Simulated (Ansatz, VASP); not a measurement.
One calculation of GaAs, two programs

Contents of INCAR:

```
PREC = Accurate ; ENCUT = 520
EDIFF = 1E-6 ; ISMEAR = 0
SIGMA = 0.02 ; LREAL = F
LASPH = T ; NELM = 100
ALGO = Normal ; ISIF = 2
LWAVE = F ; LCHARG = T
GGA = PS ; LELF = T
LVHAR = T ; NBANDS = 16
```

The input KPOINTS:

```
Automatic mesh
0
Gamma
  12 12 12
```

File POSCAR:

```
GaAs
1.0
    0.0000000000      2.8291375013      2.8291375013
    2.8291375013      0.0000000000      2.8291375013
    2.8291375013      2.8291375013      0.0000000000
Ga As
1 1
Direct
    0.0000000000      0.0000000000      0.0000000000
    0.2500000000      0.2500000000      0.2500000000
```

Input for Ansatz:

```yaml
crystal:
  lattice:
    - [0.0, 2.829137501, 2.829137501]
    - [2.829137501, 0.0, 2.829137501]
    - [2.829137501, 2.829137501, 0.0]
  atoms:
    - { symbol: Ga, position: [0.0, 0.0, 0.0] }
    - { symbol: As, position: [0.25, 0.25, 0.25] }
basis:
  ecutwfc: 420
kpoints:
  mp_grid: { grid: [12, 12, 12] }
  band_path: { path: [VBM, CBM], npoints: 2 }
hamiltonian:
  xc: pbesol
scf:
  occupations: { method: gaussian, width: 0.02 }
output:
  forces: true
  stress: true
  eigenvalues: true
```

Alike in both runs: task single point; functional PBEsol; k mesh 12 × 12 × 12; occupations gaussian, width 0.02 eV; no spin polarisation.

```csv
,VASP,Ansatz
version,VASP 6.6.1,Ansatz 0.2.0
potentials or method,"VASP PAW PBE potentials, release 64 (Ga_d, As)","scalar-relativistic, plane waves, PAW"
plane-wave cutoff (eV),520,420
valence electrons in the cell,18,28
```

|  | VASP | Ansatz | Ansatz less VASP |
| --- | --- | --- | --- |
| gap on the k mesh at the Fermi level (eV) | 0.44 | 0.42 | -0.014 |
| least direct gap on the mesh (eV) | 0.44 | 0.42 | -0.014 |
| pressure (GPa) | 0.2 | 0.0 | -0.16 |

With one functional, cell and mesh, what is left measures potentials, basis and numerics. The two sets of potentials don't hold the same shells in valence.

Caveats: the PAW data sets were made with another functional, which shifts forces and pressure a little (VASP).
